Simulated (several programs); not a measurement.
# CdI2 (P-3m1) from semi-empirical methods to plane-wave DFT

CdI2 (started from an entry of an open crystallographic database), relaxed with r2SCAN+rVV10 in Ansatz, was computed with several methods. It is trigonal, P-3m1 (No. 164); a = 4.248 Å, c = 6.884 Å in the conventional setting, 35.87 Å³ an atom. Cd has 6 I at 2.99 Å; I has 3 Cd at 2.99 Å. The values are computed, spin-unpolarised, and not measurements.

```cif
data_structure
_symmetry_space_group_name_H-M 'P 1'
_symmetry_Int_Tables_number 1
_cell_length_a 4.2484
_cell_length_b 4.2484
_cell_length_c 6.8844
_cell_angle_alpha 90.000
_cell_angle_beta 90.000
_cell_angle_gamma 120.000
_cell_volume 107.61
loop_
_atom_site_label
_atom_site_type_symbol
_atom_site_fract_x
_atom_site_fract_y
_atom_site_fract_z
_atom_site_occupancy
Cd1 Cd 0.00000 0.00000 0.00000 1
I1 I 0.33333 0.66667 0.24956 1
I2 I 0.66667 0.33333 0.75044 1
```

Gaps and times are for a single point on this cell; volume and bulk modulus come from each method's own relaxation or energy curve at fixed shape, which is too stiff where a cell has free coordinates or axes. Times are rough, from shared hosts (Arm Neoverse N1; Arm Neoverse V1; Intel Xeon 6975P-C), and each method has its own mesh and cell size. A double dagger marks a value from a curve with shape and coordinates held. A star marks a curve whose lowest point is an end point. PM6 (MOPAC), PM7 (MOPAC), GFN1-xTB (tblite), GFN2-xTB (tblite) treat a cluster of cells at its zone centre, which samples few k points: where these miss a band edge, the gap comes out too large for that reason alone. Gaps from k meshes are read at a limited set of points (mesh, symmetry points, PBE's band edges), so each method's own least gap may be somewhat smaller. xTB and the PM methods were fitted mostly to molecules, and can miss a solid's gap by electronvolts. Minimal bases can be far off for gaps. Times of the plane-wave ladder aren't listed, since it ran on unlike processors and cards. Curves at held shape can't give the bulk modulus of a layered or molecular crystal, so none is listed. GLLB-SC's gap includes the derivative discontinuity. G0W0 is at finite bands, cutoff and mesh. d marks a direct gap, i an indirect one (no mark: not told apart), a dash a value that wasn't computed or didn't pass its checks.

| method | kind | gap (eV) | own volume (Å³/atom) | bulk modulus (GPa) | atoms computed | processor time |
| --- | --- | --- | --- | --- | --- | --- |
| PBE-D3(BJ) | semilocal | – | 35.48 | – | 3 | – |
| r2SCAN+rVV10 | semilocal | – | 35.87 | – | 3 | – |
| PBE-D4 | semilocal | – | 35.42 | – | 3 | – |
| light PBE (260 eV and a coarse mesh) | light plane-wave | 2.34 i | – | – | 3 | 1.4 s |
| GFN1-xTB (tblite) | tight binding | 3.24 | 38.08‡ | – | cluster | 2.9 s |
| GFN2-xTB (tblite) | tight binding | 3.92 | 39.50*‡ | – | cluster | 3.1 s |
| PM6 (MOPAC) | semi-empirical | 4.35 | – | – | cluster | 3.6 s |
| PM7 (MOPAC) | semi-empirical | 6.25 | 36.61‡ | – | cluster | 5.5 s |
| PBE/SZV (CP2K) | small basis | 2.88 i | – | – | 3 | 7.4 s |
| PBE | semilocal | 2.33 i | – | – | 3 | – |
| r2SCAN | semilocal | 2.78 i | – | – | 3 | – |
| PBE/DZVP (CP2K) | small basis | 2.41 i | 38.34‡ | – | 3 | 18 s |
| PBE/single zeta (GPAW) | small basis | 2.63 i | – | – | 3 | 23 s |
| GLLB-SC (GPAW) | model potential | 3.61 | – | – | 3 | 25 s |
| LDA | semilocal | 2.14 i | – | – | 3 | – |
| G0W0@r2SCAN (180 eV screening cutoff) | many-body | 3.85 | – | – | 3 | – |
| G0W0@PBE0 (180 eV screening cutoff) | many-body | 4.24 | – | – | 3 | – |
| G0W0@HSE06 (180 eV screening cutoff) | many-body | 4.04 | – | – | 3 | – |
| PBE+SOC | semilocal | 2.02 i | – | – | 3 | – |
| G0W0@PBE (260 eV screening cutoff) | many-body | 3.55 | – | – | 3 | – |
| PBE0 | hybrid | 3.97 i | – | – | 3 | – |
| HSE06 | hybrid | 3.29 i | – | – | 3 | – |
| G0W0@LDA (140 eV screening cutoff) | many-body | 3.39 | – | – | 3 | – |
| DDH-PBE0 | hybrid | 3.55 i | – | – | 3 | – |

Against HSE06 (3.29 eV) and with closed or daggered gaps left aside, the nearest gap at the points sampled is that of GFN1-xTB (tblite) (-0.05 eV) and the farthest that of PM7 (MOPAC) (+2.96 eV). HSE06 is only a yardstick of convenience, and nearness to it can be luck.

Only the rows marked +SOC include spin-orbit coupling.
